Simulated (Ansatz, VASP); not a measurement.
# One calculation of MgS (Niningerite), two programs

```xyz
2
Lattice="0.0000 2.6015 2.6015 2.6015 0.0000 2.6015 2.6015 2.6015 0.0000" Properties=species:S:1:pos:R:3 pbc="T T T"
Mg    0.0000    0.0000    0.0000
S     2.6015    2.6015    2.6015
```

Alike in both runs: task single point; functional PBE; k mesh 8 × 8 × 8; no spin polarisation.

|  | VASP | Ansatz |
| --- | --- | --- |
| version | VASP 6.6.1 | Ansatz 0.2.0 |
| potentials or method | VASP PAW PBE potentials, release 64 (Mg, S) | plane waves, PAW |
| plane-wave cutoff (eV) | 520 | 420 |
| occupations | gaussian, width 0.01 eV | fixed |
| valence electrons in the cell | 8 | 16 |

VASP gave:

| Item | Value |
| --- | --- |
| gap on the k mesh at the Fermi level (eV) | 2.78 |
| pressure (GPa) | 0.9 |

Question: Estimate Ansatz's values.

Answer: gap on the k mesh at the Fermi level (eV): 2.79; pressure (GPa): 1.2.

The two sets of potentials don't hold the same shells in valence.

A k mesh can miss the band edges. Expect the measured gap to be larger: semilocal functionals such as PBE lack the derivative discontinuity.
